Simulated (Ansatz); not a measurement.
CoPdO2:

```xyz
4
Lattice="1.4317 0.8266 5.9578 -1.4317 0.8266 5.9578 0.0000 -1.6532 5.9578" Properties=species:S:1:pos:R:3 pbc="T T T"
Pd    0.0531    0.0136   -0.0236
Co   -0.0317    0.0092    9.0015
O    -0.0161   -0.0069    1.9679
O     0.0078   -0.0202   15.7914
```

The cell is a database's computed one.

The cell isn't the ideal one: atoms moved at random, drawn with an rms of 0.05 Å.

A run of Ansatz 0.2.0 on this cell left the log below. Logs are shortened: lines on timing, memory, paths and dates and some standing lists are left out, and cuts for length are marked.

```text
Warning: RAYON_NUM_THREADS=2 ignored (pool sized by the plan → 2); use --threads N
basis.fft_grid_basis auto: the FFT boxes are laid along the combinations [[1, -1, 0], [0, 1, 0], [0, -1, 1]] of the cell's own vectors, 2.863, 6.183 and 2.863 Å long. The dense box has 20×45×20 points. Along the cell's own vectors, as sized, it would have 45×45×45, 5.06 times as many. basis.fft_grid_basis: typed keeps the cell's own vectors: state it where this run's energies or levels are differenced outside the engine with another run's, or held beside a run that keeps those vectors. Those combinations have planes normal to reciprocal vector 3, as the cell's own vectors have. Each planar average written beside output.write_density, output.write_potential has a row for each plane of the box: 20. The volumetric files lie along those combinations, not along the cell's own vectors: a cube or XSF file states them, and fields.json those of NumPy files.
Engine: ansatz 0.2.0, x86_64-unknown-linux-gnu
Pseudopotentials: kind: paw
Pseudopotential: Pd, paw, valence charge 18, recommended cutoff 420 eV (normal), Pd.paw.azcp
Pseudopotential: Co, paw, valence charge 17, recommended cutoff 420 eV (normal), Co.paw.azcp
Pseudopotential: O, paw, valence charge 6, recommended cutoff 420 eV (normal), O.paw.azcp
Functional definition: PBE
  parameter kappa = 0.804
  parameter beta = 0.06672455060314922
  exchange = pbe_x(kappa = kappa, mu = beta*pi^2/3)
  correlation = pbe_c(beta = beta)
Crystal: 4 atoms, lattice volume = 42.303 Å³
Basis set: ecut = 420 eV, 829 PW (Γ), FFT grids on a1−a2, a2, −a2+a3, exchange–correlation on 40×90×40 points (8 copies of the dense FFT grid, shifted against one another)
Bands: 30, of which v1, the nominal top of the filled ones, is band 24 counted from 1 (23 counted from 0)
Symmetry: 1 space group operations
Space group: P1 (ITA 1), of the structure as read, at distance tolerance 3.5e-5 Å
Magnetic group: BNS 1.1 (UNI 1), of the structure as read, at distance tolerance 3.5e-5 Å
k-points: 666 of 1331 (time reversal used)
Non-local potential: Pd, projectors of the file, l = 0: 2, l = 1: 2, l = 2: 2, l = 3: 1
Non-local potential: Co, projectors of the file, l = 0: 3, l = 1: 2, l = 2: 3, l = 3: 1
Non-local potential: O, projectors of the file, l = 0: 2, l = 1: 2, l = 2: 1
PAW form: soft (Blöchl's): semilocal exchange-correlation on the pseudo side does not see the compensation charge
PAW one-centre angular grid: Pd, 590 points (default); XC on 64 Gauss nodes
PAW one-centre angular grid: Co, 590 points (default); XC on 64 Gauss nodes
PAW one-centre angular grid: O, 110 points (default); XC on 64 Gauss nodes
[... 36 lines left out ...]
Harris-Foulkes:  -13232.084624 eV  (|F-HF|=2.58e-10)
Internal energy: -13232.081421 eV  (E = F + TS)
E sigma→0 (E₀):  -13232.083022 eV
Entropy (-TS):   -0.003203 eV (-0.801 meV/atom)
Fermi energy:    14.168456 eV
--- Per-component energies (eV) ---
  E_band       = -515.465870
  E_kinetic    = 1311.878997
  E_local      = -6116.475961  (includes V_loc(G=0)·N_el)
  E_nonlocal   = 768.545231
  E_hartree    = 2502.560184
  E_xc         = -472.655094
  E_vxc        = -601.810992  (∫ρ·V_xc dr)
  E_paw        = -5578.308571  (= ΣΔE_a)
  E_vpaw       = -882.727776  (= ΣTr[D̂ρ^β])
  E_aug_tail   = 0.005072  (compensation charges beyond the density's cutoff)
  E_ewald      = -5647.631278
  E_smearing   = -0.003203  (= −TS)
  E_closure    = 0.000000  (closes the sum)
  Σ components = -13232.084624   (vs F -13232.084624, Δ=0.00e0)
--- Forces (eV/Å), atoms counted from 1 ---
  atom   1  Pd    -0.25387796    -0.16539104    -0.32974274
  atom   2  Co     0.69294243    -0.65654687    -3.11562475
  atom   3  O      0.03775656     0.22858884     1.33430386
  atom   4  O     -0.47682085     0.59334899     2.11106274
  max |Σ_I F_I| component: 8.87e-7 eV/Å
--- Stress (GPa, compression-positive) ---
        1.498555       0.859115      -1.498120
        0.859115       2.696658       0.685629
       -1.498120       0.685629      -1.096789
  P = ⅓ Tr σ = 1.0328 GPa (10.328 kbar)
--- Band table (eV; the first three rows and the last of 1332) ---
  k-point 0 ↑: bands = ["-81.2542", "-70.0973", "-44.6046", "-44.5366", "-44.4236", "-36.1955", "-35.5320", "-35.5306", "-6.7363", "-4.6277", "5.8753", "7.9160", "8.0263", "9.3641", "10.3898", "11.4905", "11.5563", "11.8292", "11.8386", "12.5687", "12.7397", "12.8528", "12.8937", "13.4181", "16.2862", "16.3932", "16.9342", "20.6533", "23.4209", "26.4241"]
  k-point 1 ↑: bands = ["-81.2537", "-70.0957", "-44.6092", "-44.5386", "-44.4228", "-36.1936", "-35.5471", "-35.5356", "-6.6478", "-4.6191", "5.9783", "7.7415", "8.0605", "9.5342", "10.5131", "11.1131", "11.2628", "11.7654", "11.9881", "12.5247", "12.6487", "12.8940", "13.1283", "13.4610", "16.1320", "16.2578", "17.0795", "21.0462", "23.6579", "26.7683"]
  k-point 2 ↑: bands = ["-81.2523", "-70.0914", "-44.6217", "-44.5439", "-44.4206", "-36.1884", "-35.5898", "-35.5463", "-6.4024", "-4.5963", "6.2570", "7.3766", "8.1949", "9.5994", "10.3303", "10.7829", "10.9482", "11.6757", "12.2375", "12.3809", "12.6020", "12.9993", "13.4494", "13.5568", "15.7193", "16.0663", "17.3697", "21.9953", "24.2945", "27.6382"]
  k-point 665 ↓: bands = ["-81.2481", "-70.0773", "-44.6622", "-44.5605", "-44.4138", "-36.1718", "-35.7266", "-35.5807", "-5.5090", "-4.5305", "6.4317", "7.0492", "8.5276", "8.7046", "9.1630", "9.9016", "10.1939", "12.0372", "12.8241", "12.8972", "13.2450", "13.4104", "13.8936", "14.7352", "15.5860", "15.8494", "17.6701", "22.6739", "24.8170", "27.0522"]
```

**Question.** What input gives this log?

**Answer.** Single point with PBE, collinear spin, ferromagnetic start. The files as run (others can give the same):

input.yaml
```yaml
crystal:
  lattice:
    - [1.4316899074, 0.8265865534, 5.9577715763]
    - [-1.4316899074, 0.8265865534, 5.9577715763]
    - [0.0, -1.6531731068, 5.9577715763]
  atoms:
    - { symbol: Pd, position: [0.019985, -0.017129, -0.006821] }
    - { symbol: Co, position: [0.494398, 0.516554, 0.499933], spin: 2.0 }
    - { symbol: O, position: [0.103082, 0.11435, 0.112872] }
    - { symbol: O, position: [0.882153, 0.876731, 0.891677] }
hamiltonian:
  xc: pbe
  pseudopotentials: { kind: paw }
magnetization:
  spin_polarized: true
kpoints:
  mp_grid: { grid: [11, 11, 11] }
scf:
  occupations: { method: fermi_dirac, width: 0.05 }
output:
  forces: true
  stress: true
  eigenvalues: true
  write_density: true
  write_potential: true
  elf: true
  volumetric_format: npy
```

Potentials or basis: Ansatz PAW.
Command:
```console
$ ansatz run input.yaml --threads 2 --pin off --max-ram 5120MiB --backend cpu --events-out ev --progress --plain --runs-dir out
```

Caveat: the starting moments collapsed, and a magnetic state may lie lower; the pressure holds a Pulay correction of +0.7 GPa for the finite cutoff; semilocal functionals often make such compounds metallic where correlation or magnetic order opens a gap, which also shifts bond lengths; the starting moments weren't kept.
